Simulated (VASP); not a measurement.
# KCl: restarted molecular dynamics, 2 variants

KCl, Pm-3m (no. 221), 8 atoms in the cell. PBE, molecular dynamics; PAW potentials K_pv, Cl (PBE set).

| Restart from | Temperature at the end (K) | The same without a restart (K) | Potential energy at the end (eV/atom) | The same without a restart (eV/atom) | Electronic steps in the first step after the restart | Time (s) |
|---|---|---|---|---|---|---|
| CONTCAR with velocities, WAVECAR read | 1484.0 | 1484.0 | -3.15535 | -3.15535 | 4 | 192 |
| CONTCAR with velocities, no WAVECAR | 1484.0 | 1484.0 | -3.15535 | -3.15535 | 18 | 184 |

Limits: 120 fs of 8 atoms are too short for converged averages; the cell is only 3.8 Å across, so each atom moves in step with near copies of itself.

## Input of the first row

INCAR.step1:
```
GGA = PE
PREC = Normal
ENCUT = 260
EDIFF = 1E-6
NELMIN = 4
NELM = 60
ALGO = Normal
LREAL = Auto
LASPH = T
ISMEAR = 0
SIGMA = 0.05
ISYM = 0
LWAVE = T
LCHARG = F
IBRION = 0
NSW = 30
POTIM = 2.0
TEBEG = 1600
ISIF = 2
RANDOM_SEED = 234649 0 0
MDALGO = 4
NHC_NCHAINS = 3
NHC_PERIOD = 30
KPAR = 2
```

INCAR.step2, as INCAR.step1 but for:
```
- LWAVE = T
+ LWAVE = F
```

KPOINTS:
```
k-points
0
Gamma
  3 3 1
```

POSCAR.step1:
```
KCl
1.0
    3.8391960000      0.0000000000      0.0000000000
    0.0000000000      3.8391960000      0.0000000000
    0.0000000000      0.0000000000     15.3567840000
K Cl
4 4
Direct
    0.0000000000      0.0000000000      0.0000000000
    0.0000000000      0.0000000000      0.2500000000
    0.0000000000      0.0000000000      0.5000000000
    0.0000000000      0.0000000000      0.7500000000
    0.5000000000      0.5000000000      0.1250000000
    0.5000000000      0.5000000000      0.3750000000
    0.5000000000      0.5000000000      0.6250000000
    0.5000000000      0.5000000000      0.8750000000
```

Commands (each step's output is kept before the next begins):
```
cat potpaw_PBE.64/K_pv/POTCAR potpaw_PBE.64/Cl/POTCAR > POTCAR
cp INCAR.step1 INCAR
cp POSCAR.step1 POSCAR
mpirun -np 2 vasp_std > vasp.out
cp CONTCAR POSCAR
cp INCAR.step2 INCAR
mpirun -np 2 vasp_std > vasp.out
```

Changes of the last row against the first:
```
(step 1)
- LWAVE = True
+ LWAVE = False
```

VASP 6.6.1 took 192 s on 2 cores (Intel Xeon Platinum 8488C (Sapphire Rapids)), a shared host.
